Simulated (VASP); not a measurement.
Set up this calculation in VASP 6.6.1, as the native input.

- Task: relaxation of cell and atoms
- Functional: PBE
- Potentials or basis: VASP PAW PBE potentials, release 64 (Ba_sv)
- Cutoff: 600 eV
- k mesh: 6 × 6 × 4
- Occupations: gaussian, width 0.05 eV
- Spin: no spin polarisation
- Dipole correction: no
- Further INCAR settings: ALGO = Normal; EDIFF = 1e-07; IBRION = 2; EDIFFG = -0.03; NSW = 80; ISIF = 3

The structure of Ba lies in POSCAR:

```
Ba
1.0
    4.4720009691      0.0000000000      0.0000000000
   -2.2360004845      3.8728664450      0.0000000000
    0.0000000000      0.0000000000      7.3042682495
Ba
2
Direct
    0.3333333333      0.6666666667      0.7500000000
    0.6666666667      0.3333333333      0.2500000000
```

The cell was built by a generator and needn't be a form met in nature.

These files were run (other wordings do the same):

INCAR

```
SYSTEM = Ba
  PREC = Accurate
  ENCUT = 600
  EDIFF = 1E-7
  ISMEAR = 0
  SIGMA = 0.05
  LREAL = .False.
  LASPH = .True.
  NELM = 100
  ALGO = Normal
  ISIF = 3
  LWAVE = .False.
  LCHARG = .False.
  GGA = PE
  IBRION = 2
  NSW = 80
  EDIFFG = -0.03
```

KPOINTS

```
regular mesh
0
Gamma
  6 6 4
  0 0 0
```

Potentials or basis: VASP PAW PBE potentials, release 64 (Ba_sv).

Run with:

```bash
$ cat potpaw_PBE.64/Ba_sv/POTCAR > POTCAR
$ mpirun -np 1 vasp_std > vasp.out
```

It gave:

```yaml
Relaxed_volume: 63.65 Å³/atom
Relaxed_cell: a = 4.464 Å, b = 4.464 Å, c = 7.375 Å, α = 90.00°, β = 90.00°, γ = 120.00°
Space_group_after_relaxing_to_0.05_Å: P6_3/mmc (No. 194)
Energy_gained_by_relaxing: 0.4 meV/atom
Ionic_steps: 3
Pressure_after_relaxing: 0.0 GPa
Band_gap_on_the_k_mesh: none (metal or under the smearing width)
```

It took 58 s on 1 thread of AMD EPYC 9R45 (Zen 5) (shared host), peak memory 0.25 GiB.
